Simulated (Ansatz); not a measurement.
Density of states of TiSi2 (Fddd, a = 4.808 Å, b = 8.270 Å, c = 8.559 Å, α = 90.00°, β = 90.00°, γ = 90.00°), in states per eV and primitive cell, averaged over bins of 0.4 eV. Level of theory: DFT PBE, scalar-relativistic, plane waves, PAW (Ansatz 0.2.0).

Settings: cutoff 420 eV, Γ-centred mesh 10×10×10 on the computed 6-atom cell, Gaussian smearing of 0.10 eV; no spin polarisation.

The cell is relaxed at this level. The states (both spins) are summed by tetrahedra on a 15×15×15 mesh at the self-consistent density. Energies are bin centres; the table starts no lower than −8 eV and ends at 6 eV, or lower where the solved bands end.

It is a metal at this level.

| E − E_F (eV) | total | Ti 3d | Si 3p | Si 3s | Ti 4s |
| --- | --- | --- | --- | --- | --- |
| -7.85 | 1.85 | 0.21 | 0.66 | 0.87 | 0.07 |
| -7.45 | 1.26 | 0.15 | 0.46 | 0.59 | 0.04 |
| -7.05 | 1.11 | 0.13 | 0.41 | 0.50 | 0.04 |
| -6.65 | 1.16 | 0.14 | 0.43 | 0.52 | 0.05 |
| -6.25 | 1.52 | 0.19 | 0.50 | 0.73 | 0.07 |
| -5.85 | 1.59 | 0.19 | 0.56 | 0.74 | 0.06 |
| -5.45 | 0.99 | 0.13 | 0.46 | 0.31 | 0.06 |
| -5.05 | 1.58 | 0.18 | 1.04 | 0.23 | 0.09 |
| -4.65 | 2.21 | 0.29 | 1.47 | 0.29 | 0.10 |
| -4.25 | 1.95 | 0.29 | 1.21 | 0.28 | 0.11 |
| -3.85 | 2.21 | 0.35 | 1.35 | 0.33 | 0.11 |
| -3.45 | 2.34 | 0.40 | 1.46 | 0.32 | 0.10 |
| -3.05 | 2.44 | 0.51 | 1.47 | 0.30 | 0.10 |
| -2.65 | 3.09 | 0.72 | 1.86 | 0.32 | 0.08 |
| -2.25 | 3.72 | 1.02 | 2.25 | 0.28 | 0.05 |
| -1.85 | 3.93 | 1.40 | 2.13 | 0.23 | 0.04 |
| -1.45 | 4.70 | 2.05 | 2.24 | 0.18 | 0.05 |
| -1.05 | 5.46 | 3.09 | 1.96 | 0.15 | 0.04 |
| -0.65 | 3.47 | 2.16 | 1.04 | 0.11 | 0.02 |
| -0.25 | 2.68 | 1.80 | 0.68 | 0.08 | 0.01 |
| 0.15 | 1.86 | 1.30 | 0.42 | 0.05 | 0.01 |
| 0.55 | 1.63 | 1.15 | 0.35 | 0.04 | 0.01 |
| 0.95 | 3.17 | 2.27 | 0.60 | 0.12 | 0.02 |
| 1.35 | 3.43 | 2.58 | 0.47 | 0.17 | 0.04 |
| 1.75 | 1.85 | 1.10 | 0.46 | 0.18 | 0.03 |
| 2.15 | 3.34 | 1.98 | 0.92 | 0.27 | 0.03 |
| 2.55 | 6.88 | 4.50 | 1.26 | 0.68 | 0.10 |
| 2.95 | 6.94 | 4.69 | 0.98 | 0.83 | 0.12 |
| 3.35 | 4.04 | 2.07 | 0.79 | 0.58 | 0.20 |
| 3.75 | 5.11 | 2.29 | 1.27 | 0.64 | 0.35 |
| 4.15 | 5.87 | 2.31 | 1.84 | 0.60 | 0.40 |
| 4.55 | 3.98 | 1.35 | 1.39 | 0.40 | 0.25 |
| 4.95 | 3.59 | 1.04 | 1.46 | 0.31 | 0.20 |
| 5.35 | 3.04 | 0.78 | 1.32 | 0.21 | 0.17 |
| 5.75 | 3.53 | 0.76 | 1.60 | 0.22 | 0.24 |

The columns after the total are the main Löwdin projections on the occupied valence shells of the potentials; 2 others are left out. The rest of the total lies in those, in shells that are empty in the free atom, which aren't projected, and between the atoms.